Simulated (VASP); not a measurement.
Here is a VASP 6.6.1 calculation.

The input INCAR:

```
ALGO     = Normal         # electronic algorithm
EDIFF    = 1E-7           # SCF threshold, eV
ENCUT    = 520            # plane-wave cutoff, eV
GGA      = CA             # functional
ISIF     = 2              # what is computed and relaxed
ISMEAR   = 0              # smearing method
ISPIN    = 2              # spin polarisation
LASPH    = T              # aspherical terms in the spheres
LCHARG   = T              # write CHGCAR
LDAU     = T              # DFT+U
LDAUJ    = 0 0          
LDAUL    = 2 -1           # shell
LDAUPRINT= 1            
LDAUTYPE = 2            
LDAUU    = 7 0            # U, eV
LELF     = T              # ELF
LMAXMIX  = 4              # l up to which the mixer works
LORBIT   = 11             # projections on sites
LREAL    = F              # projectors in reciprocal space
LVHAR    = T            
LWAVE    = F              # write WAVECAR
MAGMOM   = 1 0            # initial moments
NBANDS   = 19             # bands
NELM     = 120            # most SCF steps
NUPDOWN  = 2              # fixed moment
PREC     = Accurate       # precision mode
SIGMA    = 0.05           # smearing width, eV
```

File KPOINTS:

```
k-points
0
Gamma
  8 8 7
```

File POSCAR:

```
NiO
1.0
    2.7830607900      0.0000000000      0.0000000000
   -1.3915303900      2.4102013400      0.0000000000
    0.0000000000      0.0000000000      2.7161294400
Ni O
1 1
Direct
    0.0000000000      0.0000000000      0.0000000000
    0.6666666667      0.3333333333      0.5000000000
```

Potentials or basis: VASP PAW LDA potentials, release 64 (Ni, O).

Run with:

```bash
$ cat potpaw_LDA.64/Ni/POTCAR potpaw_LDA.64/O/POTCAR > POTCAR
$ mpirun -np 1 vasp_std > vasp.out
```

(1) What does it give for the pressure?

Results:

(1) -16.0 GPa.

Caveat: the total moment is fixed, so each spin has its own Fermi level; a cell with one magnetic atom can't hold antiferromagnetic order, which such compounds often take.
